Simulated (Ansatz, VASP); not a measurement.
# H2Pt in VASP and in Ansatz

```
Pt H
1.0
     2.88746    0.00000    0.00000
    -1.44373    2.50061    0.00000
     0.00000    0.00000    4.68892
Pt H
1 2
Cartesian
  0.0000 0.0000 0.0000
  0.0000 1.6671 0.8388
  1.4437 0.8335 3.8501
```

Alike in both runs: task electric field gradients; functional PBE; k mesh 14 × 14 × 8; occupations fermi-dirac, width 0.05 eV; no spin polarisation.

```csv
,VASP,Ansatz
version,VASP 6.6.1,Ansatz 0.2.0
potentials or method,"VASP PAW PBE potentials, release 64 (Pt, H)","PAW with Ansatz's default frozen-core files, scalar-relativistic"
plane-wave cutoff (eV),520,420
valence electrons in the cell,12,20
```

```tsv
	VASP	Ansatz	Ansatz less VASP
pressure (GPa)	-0.1	0.0	+0.14
largest component of the traceless stress (GPa)	0.06	0.00	-0.056
rms of the force components (eV/Å)	0.004	0.000	-0.0039
Vzz of the field gradient on the site that differs most (V/Å²)	364.3	191.3	-173.01
```

Atom by atom the forces differ by 0.004 eV/Å (rms over components). The functional is the same, so the differences come from potentials, cutoffs and numerics. The two sets of potentials don't hold the same shells in valence. Ansatz warned: «gradients_without_spin_orbit».

The runs have no spin-orbit coupling, so splittings on Pt are missing.
